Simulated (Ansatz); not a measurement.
A run of Ansatz 0.2.0 is set up as follows.

input.yaml

```yaml
crystal:
  lattice:
    - [0.0, 2.5519910612, 2.5519910612]
    - [2.5519910612, 0.0, 2.5519910612]
    - [2.5519910612, 2.5519910612, 0.0]
  atoms:
    - { symbol: "Y", position: [0.0, 0.0, 0.0] }
hamiltonian:
  xc: pbe
  pseudopotentials: { kind: paw }
  dispersion: d3bjatm
kpoints:
  mp_grid: { grid: [9, 9, 9] }
scf:
  occupations: { method: fermi_dirac, width: 0.05 }
output:
  forces: true
  stress: true
  eigenvalues: true
  write_density: true
  write_potential: true
  elf: true
  volumetric_format: npy
relax:
  f_tol: 0.01
  max_steps: 40
  cell: { stress_tol: 0.05 }
```

Potentials or basis: Ansatz PAW.

Launch:

```sh
$ ansatz run input.yaml --threads 2 --pin off --max-ram 5632MiB --backend cpu --events-out ev --progress --plain --runs-dir out
```

Predict the relaxed cell.

a = 3.535 Å, b = 3.535 Å, c = 3.535 Å, α = 60.00°, β = 60.00°, γ = 60.00°.

Predict the space group after relaxing (to 0.05 Å).

Fm-3m (No. 225).

Predict the band gap on the k mesh.

none (metal or under the smearing width).

The path:
```
step  energy change (eV)  largest force (eV/Å)  volume (Å³)
   1              0.0000                0.0000        33.24
   2             -0.0147                0.0000        31.48
   3             -0.0149                0.0000        31.23
   4             -0.0148                0.0000        31.23
```

Caveat: the plane-wave basis is chosen anew once the cell has moved, so the energies of steps on either side of that aren't comparable; pairwise dispersion overbinds metals, which lowers pressure and volume.
